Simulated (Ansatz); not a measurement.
## Y: do energies and stresses tell the same story?

All numbers below come from DFT PBE, scalar-relativistic, plane waves, PAW in Ansatz.

Settings: cutoff 420 eV, Γ-centred mesh 15×15×8 on the computed 2-atom cell, Gaussian smearing of 0.10 eV; no spin polarisation.

Relaxed cell: P6_3/mmc, a = 3.657 Å, b = 3.657 Å, c = 5.674 Å, α = 90.00°, β = 90.00°, γ = 120.00°, 2 atoms in the primitive cell.

Energies at zero smearing and pressures from the stress tensor, at volumes with shape and atoms relaxed:
```
V (Å³/atom) E − E(first) (meV/atom) P (GPa)
     28.917                     0.00     6.24
     29.903                   -32.56     4.40
     30.889                   -54.42     2.76
     31.874                   -66.71     1.29
     32.860                   -70.41    -0.01
     33.846                   -66.49    -1.17
     34.832                   -55.86    -2.19
     36.146                   -32.65    -3.36
```

Question: Check P = −dE/dV between neighbouring volumes, and get the bulk modulus from the pressures alone.

Answer: With 1 eV/Å³ = 160.2 GPa:
```tsv
middle V (Å³/atom)	−ΔE/ΔV (GPa)	mean P (GPa)
29.410	5.292	5.322
30.396	3.553	3.581
31.381	1.996	2.027
32.367	0.601	0.640
33.353	-0.637	-0.590
34.339	-1.727	-1.676
35.489	-2.830	-2.771
```

The two differ by 0.06 GPa at most. The mean of two end pressures misses the average over a step by about ΔV² P″/12, up to 0.02 GPa here; with that taken off 0.04 GPa remains. The stress is the derivative of the free energy, not of the energy at zero smearing, and with free energies 0.01 GPa remains. Around V = 32.860 Å³/atom, the two neighbours give B = −V ΔP/ΔV = 32.860 × 2.46 / 1.972 = 41.0 GPa, against B0 = 41.1 GPa from the Birch–Murnaghan fit of the energies.